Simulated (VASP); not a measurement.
# KI (Fm-3m) in VASP: settings compared

One crystal, KI, is run at these levels: PBEsol, RPBE, revPBE, BLYP; tasks: relaxation of cell and atoms.

All numbers are computed with VASP 6.6.1; they aren't measurements. Logs are shortened: lines on timing, memory, paths and dates and some standing lists are left out, and cuts for length are marked.

## 1. The crystal as given

Symmetry: Fm-3m, No. 225, cubic system. Conventional cell: a = 7.066 Å, b = 7.066 Å, c = 7.066 Å, α = 90.00°, β = 90.00°, γ = 90.00°. I (site symmetry m-3m) has 6 K at 3.53 Å as nearest neighbours. K (site symmetry m-3m) has 6 I at 3.53 Å as nearest neighbours.

## 2. Relaxation of cell and atoms, PBEsol

INCAR reads:

```
SYSTEM = KI
PREC = Accurate
ENCUT = 600
EDIFF = 1E-6
ISMEAR = -1
SIGMA = 0.05
LREAL = .FALSE.
LASPH = .TRUE.
NELM = 80
ALGO = Fast
ISIF = 3
LWAVE = .FALSE.
LCHARG = .FALSE.
GGA = PS
IBRION = 2
NSW = 40
EDIFFG = -0.005
```

KPOINTS reads:

```
regular mesh
0
G
  7 7 7
  0 0 0
```

POSCAR reads:

```
KI
1.0
    0.0000000000      3.5327750000      3.5327750000
    3.5327750000      0.0000000000      3.5327750000
    3.5327750000      3.5327750000      0.0000000000
I K
1 1
Direct
    0.5000000000      0.5000000000      0.5000000000
    0.0000000000      0.0000000000      0.0000000000
```

Potentials or basis: VASP PAW PBE potentials, release 64 (I, K_sv).

Command:

```bash
$ cat potpaw_PBE.64/I/POTCAR potpaw_PBE.64/K_sv/POTCAR > POTCAR
$ mpirun -np 1 vasp_std > vasp.out
```

OUTCAR:

```text
SYSTEM = KI
   PREC = Accurate
   ENCUT = 600
   EDIFF = 1E-6
   ISMEAR = -1
   LREAL = .FALSE.
   LASPH = .TRUE.
   NELM = 80
   ISIF = 3
   GGA = PS
   IBRION = 2
   NSW = 40
   EDIFFG = -0.005

 ion  position               nearest neighbor table
   1  0.500  0.500  0.500-   2 3.53   2 3.53   2 3.53   2 3.53   2 3.53   2 3.53
   2  0.000  0.000  0.000-   1 3.53   1 3.53   1 3.53   1 3.53   1 3.53   1 3.53

  LATTYP: Found a face centered cubic cell.
 ALAT       =     7.0655500000

  Lattice vectors:

 A1 = (   0.0000000000,   3.5327750000,   3.5327750000)
 A2 = (   3.5327750000,   0.0000000000,   3.5327750000)
 A3 = (   3.5327750000,   3.5327750000,   0.0000000000)

Analysis of symmetry for initial positions (statically):
=====================================================================
 Subroutine PRICEL returns:
 Original cell was already a primitive cell.

 Routine SETGRP: Setting up the symmetry group for a
 face centered cubic supercell.

 Subroutine GETGRP returns: Found 48 space group operations
 (whereof 48 operations were pure point group operations)
 out of a pool of 48 trial point group operations.

The static configuration has the point symmetry O_h .

Analysis of symmetry for dynamics (positions and initial velocities):
=====================================================================
 Subroutine PRICEL returns:
 Original cell was already a primitive cell.

 Routine SETGRP: Setting up the symmetry group for a
 face centered cubic supercell.

 Subroutine GETGRP returns: Found 48 space group operations
 (whereof 48 operations were pure point group operations)
 out of a pool of 48 trial point group operations.

The dynamic configuration has the point symmetry O_h .

 Subroutine INISYM returns: Found 48 space group operations
 (whereof 48 operations are pure point group operations),
 and found     1 'primitive' translations

----------------------------------------------------------------------------------------

                                     Primitive cell

  volume of cell :      88.1816

  direct lattice vectors                    reciprocal lattice vectors
     0.000000000  3.532775000  3.532775000    -0.141531799  0.141531799  0.141531799
     3.532775000  0.000000000  3.532775000     0.141531799 -0.141531799  0.141531799
     3.532775000  3.532775000  0.000000000     0.141531799  0.141531799 -0.141531799

  length of vectors
     4.996098318  4.996098318  4.996098318     0.245140266  0.245140266  0.245140266

[... 71 lines left out ...]
   LSORBIT =      F    spin-orbit coupling
   LASPH  =      T    aspherical Exc in radial PAW
   ENCUT  =  600.0 eV  44.10 Ry    6.64 a.u.   9.98  9.98  9.98*2*pi/ulx,y,z
   NELM   =     80;   NELMIN=  2; NELMDL= -5     # of ELM steps
   EDIFF  = 0.1E-05   stopping-criterion for ELM
   LREAL  =      F    real-space projection
   EDIFFG = -.5E-02   stopping-criterion for IOM
   NSW    =     40    number of steps for IOM
   IBRION =      2    ionic relax: 0-MD 1-quasi-New 2-CG
   NFREE  =      1    steps in history (QN), initial steepest desc. (CG)
   ISIF   =      3    stress and relaxation
   ISYM   =      2    0-nonsym 1-usesym 2-fastsym
   POTIM  = 0.5000    time-step for ionic-motion
   TEBEG  =    0.0;   TEEND  =   0.0 temperature during run
   PSTRESS=    0.0 pullay stress
   NELECT =      16.0000    total number of electrons
   NUPDOWN=      -1.0000    fix difference up-down
   EMIN   =  10.00;   EMAX   =-10.00  energy-range for DOS
   EFERMI =   0.00;   METHOD = LEGACY
   ISMEAR =    -1;   SIGMA  =   0.05  broadening in eV -4-tet -1-fermi 0-gaus
   EFERMI_NEDOS =   21; number of points for ismear=-14 and -15
   IALGO  =     68    algorithm
   IMIX   =      4    mixing-type and parameters
     AMIX     =   0.40;   BMIX     =  1.00
     AMIX_MAG =   1.60;   BMIX_MAG =  1.00
  volume/ion in A,a.u.               =      44.09       297.54
  Fermi-wavevector in a.u.,A,eV,Ry     =   0.926806  1.751409 11.686988  0.858969
  Thomas-Fermi vector in A             =   2.052808
   LORBIT       =      0    0 simple, 1 ext, 2 COOP (PROOUT), +10 PAW based schemes
   GGA     = PS    functional components
   LHFCALC =     F    Hartree Fock is set to
   AEXX    =    0.0000 exact exchange contribution
   IVDW    =     0    specifies the selected vdW correction
   LEPSILON=     F    determine dielectric tensor
   LRPA    =     F    only Hartree local field effects (RPA)
 conjugate gradient relaxation of ions
 non-spin polarized calculation
 RMM-DIIS sequential band-by-band and
  energy-cutoff  :      600.00
  volume of cell :       88.18
 maximum number of plane-waves:      2958
   NGX = 19   NGY = 19   NGZ = 19

--------------------------------------- Ionic step        1  -------------------------------------------

 number of electron      15.9999999 magnetization

 Free energy of the ion-electron system (eV)
  ---------------------------------------------------
  ext. energy  EPLUGINS =         0.00000000
  ---------------------------------------------------
  free energy    TOTEN  =        -5.81460963 eV

  energy without entropy =       -5.81460963  energy(sigma->0) =       -5.81460963

------------------------ aborting loop because EDIFF is reached ----------------------------------------

  FORCE on cell =-STRESS in cart. coord.  units (eV):
  Direction    XX          YY          ZZ          XY          YZ          ZX
  --------------------------------------------------------------------------------------
  -------------------------------------------------------------------------------------
  Total       -0.1360920     -0.1360920     -0.1360920      0.0000000      0.0000000      0.0000000
  in kB       -2.4726657     -2.4726657     -2.4726657      0.0000000      0.0000000      0.0000000
  external PRESSURE =      -2.4726657 kB  Pullay stress =       0.0000000 kB
[... 95 lines left out ...]
--------------------------------------- Ionic step        4  -------------------------------------------

 number of electron      15.9999999 magnetization

 Free energy of the ion-electron system (eV)
  ---------------------------------------------------
  ext. energy  EPLUGINS =         0.00000000
  ---------------------------------------------------
  free energy    TOTEN  =        -5.81606789 eV

  energy without entropy =       -5.81606789  energy(sigma->0) =       -5.81606789

 E-fermi :   0.6154     XC(G=0):  -7.4295

 val. band max:       -0.3971796614   @ k =   0.0000   0.0000   0.0000
 cond. band min:       3.4629773041   @ k =   0.0000   0.0000   0.0000
 fundamental gap:      3.8601569654
 Fermi energy:         0.6154103252

 k-point     1 :       0.0000    0.0000    0.0000
  band No.  band energies     occupation
      1     -28.6854      2.00000
      2     -12.2414      2.00000
      3     -12.2414      2.00000
      4     -12.2414      2.00000
      5     -10.9677      2.00000
      6      -0.3972      2.00000
      7      -0.3972      2.00000
      8      -0.3972      2.00000
      9       3.4630      0.00000
     10       6.0192      0.00000
     11       6.0192      0.00000
     12       6.0192      0.00000
[... 312 lines left out ...]
  FREE ENERGIE OF THE ION-ELECTRON SYSTEM (eV)
  ---------------------------------------------------
  free  energy   TOTEN  =        -5.8160678944 eV

  energy  without entropy=       -5.8160678943  energy(sigma->0) =       -5.81606789

 reached required accuracy - stopping structural energy minimisation
```

Run time: 82 s. Hardware: 1 thread of Intel Xeon Platinum 8488C (Sapphire Rapids), shared host; peak memory 0.24 GiB.

What came out:

```yaml
Free_energy: -5.8161 eV
Relaxed_volume: 43.16 Å³/atom
Relaxed_cell: a = 4.961 Å, b = 4.961 Å, c = 4.961 Å, α = 60.00°, β = 60.00°, γ = 60.00°
Space_group_after_relaxing_to_0.05_Å: Fm-3m (No. 225)
Energy_gained_by_relaxing: 0.7 meV/atom
Ionic_steps: 4
Pressure_after_relaxing: 0.0 GPa
Band_gap_on_the_k_mesh: 3.86 eV, direct
```

The path:
```csv
step,energy change (eV),largest force (eV/Å),pressure (GPa),volume (Å³)
1,0.0000,0.0000,-0.25,88.18
2,-0.0010,0.0000,-0.14,87.32
3,-0.0014,0.0000,0.03,86.08
4,-0.0015,0.0000,0.01,86.31
```

Final structure:
```
CELL_PARAMETERS angstrom
0.00000 3.50761 3.50761
3.50761 0.00000 3.50761
3.50761 3.50761 0.00000
ATOMIC_POSITIONS crystal
I 0.50000 0.50000 0.50000
K 0.00000 0.00000 0.00000
```

Caveat: the PAW data sets were made with another functional, which shifts forces and pressure a little; spin-orbit coupling is left out, which moves the levels of the heavy elements.

## 3. Relaxation of cell and atoms, RPBE

Edit INCAR of step 2 so:

```diff
@@ -13,3 +13,3 @@
 LCHARG = .FALSE.
-GGA = PS
+GGA = RP
 IBRION = 2
```

KPOINTS is that of step 2.

POSCAR is that of step 2.

Potentials or basis: VASP PAW PBE potentials, release 64 (I, K_sv).

Command:

```bash
$ cat potpaw_PBE.64/I/POTCAR potpaw_PBE.64/K_sv/POTCAR > POTCAR
$ mpirun -np 1 vasp_std > vasp.out
```

It took 1.7 min on 1 thread of Intel Xeon Platinum 8488C (Sapphire Rapids), shared host; peak memory 0.24 GiB.

It converged, with:

| Property | Result |
| --- | --- |
| Free energy | -5.2702 eV |
| Relaxed volume | 51.19 Å³/atom |
| Relaxed cell | a = 5.251 Å, b = 5.251 Å, c = 5.251 Å, α = 60.00°, β = 60.00°, γ = 60.00° |
| Space group after relaxing (to 0.05 Å) | Fm-3m (No. 225) |
| Energy gained by relaxing | 34.6 meV/atom |
| Ionic steps | 4 |
| Pressure after relaxing | 0.0 GPa |
| Band gap on the k mesh | 3.94 eV, direct |

The path:
```
step  energy change (eV)  largest force (eV/Å)  pressure (GPa)  volume (Å³)
   1              0.0000                0.0000            1.77        88.18
   2             -0.0504                0.0000            0.81        94.56
   3             -0.0685                0.0000            0.13       101.04
   4             -0.0691                0.0000            0.01       102.38
```

Final structure:
```xyz
2
Lattice="0.0000 3.7130 3.7130 3.7130 0.0000 3.7130 3.7130 3.7130 0.0000" Properties=species:S:1:pos:R:3 pbc="T T T"
I     3.7130    3.7130    3.7130
K     7.4261    3.7130    3.7130
```

Levels at points of the mesh, in eV from the valence-band top:
| k point | band 6 | band 7 | band 8 | band 9 | band 10 | band 11 |
| --- | --- | --- | --- | --- | --- | --- |
| (0.00, 0.00, 0.00) | 0.00 | 0.00 | 0.00 | 3.94 | 6.68 | 6.68 |

Caveat: the volume moved by over 15 % at a fixed basis, so the end points are rough; the PAW data sets were made with another functional, which shifts forces and pressure a little; spin-orbit coupling is left out, which moves the levels of the heavy elements; an odd mesh through Γ misses points on the zone boundary, where band edges often lie.

(Continued in part 2 of 3.)
